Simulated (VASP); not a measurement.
# C (Fd-3m) in VASP: further runs

One crystal, C, is run at these levels: LDA; tasks: single point.

Program: VASP 6.6.1. These are calculated values, not measurements. Logs are shortened: lines on timing, memory, paths and dates and some standing lists are left out, and cuts for length are marked.

**1. The undisturbed crystal**

The structure is cubic, space group Fd-3m (No. 227). The conventional cell has a = 3.567 Å, b = 3.567 Å, c = 3.567 Å, α = 90.00°, β = 90.00°, γ = 90.00°. C (site symmetry -43m) has 4 C at 1.54 Å as nearest neighbours.

This isn't the form of C at room conditions, which is graphite.

**2. Single point, LDA (grid = ENCUT=400 dk=0.45 cell=3x3x2 ISMEAR=0 SIGMA=0.2 LREAL=Auto EDIFF=1e-06)**

INCAR

```
ALGO = Fast ; EDIFF = 1E-6
ENCUT = 400 ; GGA = CA
ISIF = 2 ; ISMEAR = 0
KPAR = 2 ; LASPH = T
LCHARG = F ; LREAL = Auto
LWAVE = F ; NBANDS = 84
NCORE = 1 ; NELM = 120
PREC = Accurate ; SIGMA = 0.2
```

KPOINTS

```
k-points
0
Gamma
  3 3 4
```

POSCAR

```
C
1.0
    0.0000000000      5.3501100000      5.3501100000
    5.3501100000      0.0000000000      5.3501100000
    3.5667400000      3.5667400000      0.0000000000
C
36
Direct
    0.2500000000      0.2500000000      0.3750000000
    0.2500000000      0.2500000000      0.8750000000
    0.2500000000      0.5833333333      0.3750000000
    0.2500000000      0.5833333333      0.8750000000
    0.2500000000      0.9166666667      0.3750000000
    0.2500000000      0.9166666667      0.8750000000
    0.5833333333      0.2500000000      0.3750000000
    0.5833333333      0.2500000000      0.8750000000
    0.5833333333      0.5833333333      0.3750000000
    0.5833333333      0.5833333333      0.8750000000
    0.5833333333      0.9166666667      0.3750000000
    0.5833333333      0.9166666667      0.8750000000
    0.9166666667      0.2500000000      0.3750000000
    0.9166666667      0.2500000000      0.8750000000
    0.9166666667      0.5833333333      0.3750000000
    0.9166666667      0.5833333333      0.8750000000
    0.9166666667      0.9166666667      0.3750000000
    0.9166666667      0.9166666667      0.8750000000
    0.1666666667      0.1666666667      0.2500000000
    0.1666666667      0.1666666667      0.7500000000
    0.1666666667      0.5000000000      0.2500000000
    0.1666666667      0.5000000000      0.7500000000
    0.1666666667      0.8333333333      0.2500000000
    0.1666666667      0.8333333333      0.7500000000
    0.5000000000      0.1666666667      0.2500000000
    0.5000000000      0.1666666667      0.7500000000
    0.5000000000      0.5000000000      0.2500000000
    0.5000000000      0.5000000000      0.7500000000
    0.5000000000      0.8333333333      0.2500000000
    0.5000000000      0.8333333333      0.7500000000
    0.8333333333      0.1666666667      0.2500000000
    0.8333333333      0.1666666667      0.7500000000
    0.8333333333      0.5000000000      0.2500000000
    0.8333333333      0.5000000000      0.7500000000
    0.8333333333      0.8333333333      0.2500000000
    0.8333333333      0.8333333333      0.7500000000
```

Potentials or basis: VASP PAW LDA potentials, release 64 (C).

Command:

```bash
$ cat potpaw_LDA.64/C/POTCAR > POTCAR
$ mpirun -np 4 vasp_std > vasp.out
```

OUTCAR:

```text
EDIFF = 1E-6
   ENCUT = 400
   GGA = CA
   ISIF = 2
   ISMEAR = 0
   LASPH = T
   LREAL = Auto
   NELM = 120
   PREC = Accurate

 Found     14 irreducible k-points:

 Following reciprocal coordinates:
            Coordinates               Weight
  0.000000  0.000000  0.000000      1.000000
  0.333333  0.000000  0.000000      4.000000
  0.333333  0.333333  0.000000      2.000000
 -0.333333  0.333333  0.000000      2.000000
  0.000000  0.000000  0.250000      2.000000
  0.333333  0.000000  0.250000      4.000000
   k-points           NKPTS =     14   k-points in BZ     NKDIM =     14   number of bands    NBANDS=     84
   number of dos      NEDOS =    301   number of ions     NIONS =     36
   total plane-waves  NPLWV =  90000
   dimension x,y,z NGX =    50 NGY =   50 NGZ =   36
   dimension x,y,z NGXF=   100 NGYF=  100 NGZF=   72
   ions per type =              36
   NGX,Y,Z   is equivalent  to a cutoff of  10.99, 10.99, 11.86 a.u.
   NGXF,Y,Z  is equivalent  to a cutoff of  21.97, 21.97, 23.73 a.u.
 SYSTEM =  unknown system
   PREC   = accura    normal or accurate (medium, high low for compatibility)
   ISTART =      0    job   : 0-new  1-cont  2-samecut
   ICHARG =      2    charge: 1-file 2-atom 10-const
   ISPIN  =      1    spin polarized calculation?
   LNONCOLLINEAR =      F non collinear calculations
   LSORBIT =      F    spin-orbit coupling
   LASPH  =      T    aspherical Exc in radial PAW
   ENCUT  =  400.0 eV  29.40 Ry    5.42 a.u.  12.34 12.34  8.23*2*pi/ulx,y,z
   NELM   =    120;   NELMIN=  2; NELMDL= -5     # of ELM steps
   EDIFF  = 0.1E-05   stopping-criterion for ELM
   LREAL  =      T    real-space projection
   EDIFFG = 0.1E-04   stopping-criterion for IOM
   NSW    =      0    number of steps for IOM
   IBRION =     -1    ionic relax: 0-MD 1-quasi-New 2-CG
   NFREE  =      0    steps in history (QN), initial steepest desc. (CG)
   ISIF   =      2    stress and relaxation
   ISYM   =      2    0-nonsym 1-usesym 2-fastsym
   POTIM  = 0.5000    time-step for ionic-motion
   TEBEG  =    0.0;   TEEND  =   0.0 temperature during run
   PSTRESS=    0.0 pullay stress
   NELECT =     144.0000    total number of electrons
   NUPDOWN=      -1.0000    fix difference up-down
   EMIN   =  10.00;   EMAX   =-10.00  energy-range for DOS
   EFERMI =   0.00;   METHOD = LEGACY
   ISMEAR =     0;   SIGMA  =   0.20  broadening in eV -4-tet -1-fermi 0-gaus
   EFERMI_NEDOS =   21; number of points for ismear=-14 and -15
   IALGO  =     68    algorithm
   IMIX   =      4    mixing-type and parameters
     AMIX     =   0.40;   BMIX     =  1.00
     AMIX_MAG =   1.60;   BMIX_MAG =  1.00
  volume/ion in A,a.u.               =       5.67        38.28
  Fermi-wavevector in a.u.,A,eV,Ry     =   1.457203  2.753714 28.891161  2.123440
  Thomas-Fermi vector in A             =   2.574032
   LORBIT       =      0    0 simple, 1 ext, 2 COOP (PROOUT), +10 PAW based schemes
   GGA     = CA    functional components
   LHFCALC =     F    Hartree Fock is set to
   AEXX    =    0.0000 exact exchange contribution
   IVDW    =     0    specifies the selected vdW correction
   LEPSILON=     F    determine dielectric tensor
   LRPA    =     F    only Hartree local field effects (RPA)
 non-spin polarized calculation
 RMM-DIIS sequential band-by-band and
 Gauss-broadening in eV      SIGMA  =   0.20
  energy-cutoff  :      400.00
  volume of cell :      204.19
 maximum number of plane-waves:      3726
 NGX is ok and might be reduce to    50
   NGX = 25   NGY = 25   NGZ = 17

 number of electron     144.0000012 magnetization

 Free energy of the ion-electron system (eV)
  ---------------------------------------------------
  ext. energy  EPLUGINS =         0.00000000
  ---------------------------------------------------
  free energy    TOTEN  =      -364.44885208 eV

  energy without entropy =     -364.44885208  energy(sigma->0) =     -364.44885208

 E-fermi :  10.6982     XC(G=0): -13.4999

 val. band max:        9.7438398016   @ k =   0.0000   0.0000   0.0000
 cond. band min:      13.8493295559   @ k =   0.0000   0.0000   0.0000
 fundamental gap:      4.1054897542
 Fermi energy:        10.6982172906

 k-point     1 :       0.0000    0.0000    0.0000
  band No.  band energies     occupation
      1     -11.5984      2.00000
      2      -8.5806      2.00000
      3      -8.5806      2.00000
      4      -8.5806      2.00000
      5      -8.5805      2.00000
      6      -7.5798      2.00000
[... 76 lines left out ...]
     83      16.0108      0.00000
     84      17.8367      0.00000

 k-point     2 :       0.3333    0.0000    0.0000
  band No.  band energies     occupation
      1     -11.2570      2.00000
      2     -10.2406      2.00000
      3      -8.9056      2.00000
      4      -8.5695      2.00000
      5      -7.6123      2.00000
      6      -6.8844      2.00000
[... 76 lines left out ...]
     83      16.4532      0.00000
     84      16.7009      0.00000

 k-point     3 :       0.3333    0.3333    0.0000
  band No.  band energies     occupation
      1     -11.1434      2.00000
      2      -9.7902      2.00000
      3      -9.4586      2.00000
      4      -9.4586      2.00000
      5      -7.1015      2.00000
      6      -6.8896      2.00000
[... 76 lines left out ...]
     83      16.7239      0.00000
     84      17.0921      0.00000

 k-point     4 :      -0.3333    0.3333    0.0000
  band No.  band energies     occupation
      1     -10.6907      2.00000
      2     -10.3523      2.00000
      3     -10.3523      2.00000
      4      -8.0331      2.00000
      5      -6.7472      2.00000
      6      -6.7472      2.00000
[... 76 lines left out ...]
     83      16.1348      0.00000
     84      17.3694      0.00000

 k-point     5 :       0.0000    0.0000    0.2500
  band No.  band energies     occupation
      1     -11.1666      2.00000
      2      -8.8998      2.00000
      3      -8.8998      2.00000
      4      -8.6476      2.00000
      5      -8.2909      2.00000
      6      -7.8114      2.00000
[... 76 lines left out ...]
     83      16.3819      0.00000
     84      16.4682      0.00000

 k-point     6 :       0.3333    0.0000    0.2500
  band No.  band energies     occupation
      1     -11.0813      2.00000
      2      -9.4811      2.00000
      3      -9.3147      2.00000
      4      -8.5298      2.00000
      5      -7.9506      2.00000
      6      -7.2612      2.00000
[... 76 lines left out ...]
     83      17.2630      0.00000
     84      17.3197      0.00000

 [... further k-points ...]

------------------------ aborting loop because EDIFF is reached ----------------------------------------

  FORCE on cell =-STRESS in cart. coord.  units (eV):
  Direction    XX          YY          ZZ          XY          YZ          ZX
  --------------------------------------------------------------------------------------
  -------------------------------------------------------------------------------------
  Total      -19.7231504    -19.7231504    -19.7437314      0.0313189     -0.0028691     -0.0028691
  in kB     -154.7604551   -154.7604551   -154.9219469      0.2457483     -0.0225127     -0.0225128
  external PRESSURE =    -154.8142857 kB  Pullay stress =       0.0000000 kB

 VOLUME and BASIS-vectors are now :
 -----------------------------------------------------------------------------
  energy-cutoff  :      400.00
  volume of cell :      204.19
      direct lattice vectors                 reciprocal lattice vectors
     0.000000000  5.350110000  5.350110000    -0.093456022  0.093456022  0.093456022
     5.350110000  0.000000000  5.350110000     0.093456022 -0.093456022  0.093456022
     3.566740000  3.566740000  0.000000000     0.140184034  0.140184034 -0.140184034

 POSITION                                       TOTAL-FORCE (eV/Angst)
 -----------------------------------------------------------------------------------
      2.67505      2.67505      2.67505        -0.000186     -0.000186      0.000015
      4.45843      4.45843      2.67505        -0.000186     -0.000186      0.000015
      4.45842      2.67505      4.45842        -0.000186     -0.000186      0.000015
      6.24179      4.45843      4.45842        -0.000186     -0.000186      0.000015
      6.24180      2.67505      6.24180        -0.000186     -0.000186      0.000015
      8.02517      4.45843      6.24180        -0.000186     -0.000186      0.000015
[... 28 lines left out ...]
      5.35011      5.35011      8.91685         0.000186      0.000186     -0.000015
      7.13348      7.13348      8.91685         0.000186      0.000186     -0.000015
 -----------------------------------------------------------------------------------
    total drift:                                0.000002      0.000002      0.000003

  FREE ENERGIE OF THE ION-ELECTRON SYSTEM (eV)
  ---------------------------------------------------
  free  energy   TOTEN  =      -364.4488520841 eV

  energy  without entropy=     -364.4488520841  energy(sigma->0) =     -364.44885208
```

stdout:

```text
POSCAR found type information on POSCAR C
 POSCAR found :  1 types and      36 ions
 scaLAPACK will be used
 LDA part: xc-table for (Slater(with rela. corr.)+CA(PZ))
 , standard interpolation
 POSCAR, INCAR and KPOINTS ok, starting setup
 FFT: planning ... GRIDC
 FFT: planning ... GRID_SOFT
 FFT: planning ... GRID
 WAVECAR not read
 entering main loop
```

Wall time 3.4 min (4 MPI ranks of AMD EPYC 7R13 (Zen 3), shared host); peak memory 0.2 GiB.

The run converged, but some of its settings lie outside the range that counts as converged, so its numbers aren't taken as properties of the crystal.

Results:

```yaml
Free_energy: -364.4489 eV
Band_gap_on_the_k_mesh: 4.11 eV
```

Caveat: the cutoff is under 1.25 times the usual one of these potentials, so pressure, stress and relaxed cells hold a basis-set (Pulay) error; an odd mesh through Γ misses points on the zone boundary, where band edges often lie.

**3. Single point, LDA (grid = ENCUT=400 dk=0.45 cell=3x3x2 ISMEAR=0 SIGMA=0.05 LREAL=Auto EDIFF=0.0001)**

INCAR

```
ALGO = Fast ; EDIFF = 1E-4
ENCUT = 400 ; GGA = CA
ISIF = 2 ; ISMEAR = 0
KPAR = 2 ; LASPH = T
LCHARG = F ; LREAL = Auto
LWAVE = F ; NBANDS = 84
NCORE = 1 ; NELM = 120
PREC = Accurate ; SIGMA = 0.05
```

KPOINTS is that of step 2.

POSCAR is that of step 2.

Potentials or basis: VASP PAW LDA potentials, release 64 (C).

Command:

```bash
$ cat potpaw_LDA.64/C/POTCAR > POTCAR
$ mpirun -np 4 vasp_std > vasp.out
```

Wall time 2.4 min (4 MPI ranks of AMD EPYC 7R13 (Zen 3), shared host); peak memory 0.2 GiB.

These settings aren't checked as converged: the numbers below hold their error.

What came out:

| Quantity | Value |
| --- | --- |
| Free energy | -364.4488 eV |
| Band gap on the k mesh | 4.11 eV |

Caveat: the cutoff is under 1.25 times the usual one of these potentials, so pressure, stress and relaxed cells hold a basis-set (Pulay) error; an odd mesh through Γ misses points on the zone boundary, where band edges often lie.

**4. Single point, LDA (grid = ENCUT=520 dk=0.45 cell=3x3x2 ISMEAR=0 SIGMA=0.05 LREAL=Auto EDIFF=1e-06)**

INCAR, as its differences from that of step 3:

```diff
@@ -1,3 +1,3 @@
-ALGO = Fast ; EDIFF = 1E-4
-ENCUT = 400 ; GGA = CA
+ALGO = Fast ; EDIFF = 1E-6
+ENCUT = 520 ; GGA = CA
 ISIF = 2 ; ISMEAR = 0
```

KPOINTS is that of step 3.

POSCAR is that of step 3.

Command:

```bash
$ cat potpaw_LDA.64/C/POTCAR > POTCAR
$ mpirun -np 4 vasp_std > vasp.out
```

Wall time 2.5 min (4 MPI ranks of AMD EPYC 7R13 (Zen 3), shared host); peak memory 0.24 GiB.

These settings aren't checked as converged: the numbers below hold their error.

What came out:

```
Free energy            : -364.2409 eV
Pressure               : -11.7 GPa
Band gap on the k mesh : 4.12 eV
```

Caveat: an odd mesh through Γ misses points on the zone boundary, where band edges often lie.

**5. Single point, LDA (grid = ENCUT=650 dk=0.35 cell=3x3x2 ISMEAR=0 SIGMA=0.05 LREAL=Auto EDIFF=1e-06)**

INCAR

```
SYSTEM = C
PREC = Accurate
ENCUT = 650
EDIFF = 1E-6
ISMEAR = 0
SIGMA = 0.05
LREAL = Auto
LASPH = .TRUE.
NELM = 120
ALGO = Fast
ISIF = 2
LWAVE = .FALSE.
LCHARG = .FALSE.
NBANDS = 81
NCORE = 1
KPAR = 2
```

KPOINTS

```
Automatic mesh
0
G
  3 3 5
  0 0 0
```

POSCAR, as its differences from that of step 4:

```diff
@@ -6,5 +6,4 @@
 C
-36
+35
 Direct
-    0.2500000000      0.2500000000      0.3750000000
     0.2500000000      0.2500000000      0.8750000000
```

Command:

```bash
$ cat potpaw_LDA.64/C/POTCAR > POTCAR
$ mpirun -np 4 vasp_std > vasp.out
```

Run time: 3.6 min. Hardware: 4 MPI ranks of Intel Xeon Platinum 8259CL at 2.50GHz (Skylake/Cascade Lake), shared host; peak memory 0.34 GiB.

These settings aren't checked as converged: the numbers below hold their error.

What came out:

| Quantity | Value |
| --- | --- |
| Free energy | -347.0969 eV |
| Pressure | -14.7 GPa |
| Largest force | 3.144 eV/Å |
| Band gap on the k mesh | none (metal or under the smearing width) |

**6. Single point, LDA (grid = ENCUT=400 dk=1.6 cell=3x3x2 ISMEAR=0 SIGMA=0.05 LREAL=Auto EDIFF=1e-06)**

INCAR, as its differences from that of step 5:

```diff
@@ -2,3 +2,3 @@
 PREC = Accurate
-ENCUT = 650
+ENCUT = 400
 EDIFF = 1E-6
@@ -14,3 +14,3 @@
 NBANDS = 81
-NCORE = 1
-KPAR = 2
+NCORE = 2
+KPAR = 1
```

KPOINTS

```
Automatic mesh
0
G
  1 1 1
  0 0 0
```

POSCAR is that of step 5.

Potentials or basis: VASP PAW LDA potentials, release 64 (C).

Command:

```bash
$ cat potpaw_LDA.64/C/POTCAR > POTCAR
$ mpirun -np 4 vasp_std > vasp.out
```

Wall time 16 s (4 MPI ranks of Intel Xeon Platinum 8259CL at 2.50GHz (Skylake/Cascade Lake), shared host); peak memory 0.15 GiB.

The run converged, but some of its settings lie outside the range that counts as converged, so its numbers aren't taken as properties of the crystal.

What came out:

| Property | Result |
| --- | --- |
| Free energy | -335.2746 eV |
| Largest force | 4.538 eV/Å |
| Band gap on the k mesh | 0.27 eV, direct |

Caveat: the cutoff is under 1.25 times the usual one of these potentials, so pressure, stress and relaxed cells hold a basis-set (Pulay) error.

**7. For comparison**

An earlier run on the cell as given: functional PBE; potentials or basis VASP PAW PBE potentials, release 64 (C); cutoff 520 eV; k mesh 13 × 13 × 13; occupations fermi-dirac, width 0.05 eV; no spin polarisation.

- Pressure: 2.5 GPa
- Band gap on the k mesh: 4.14 eV, indirect (least direct gap 5.59 eV)
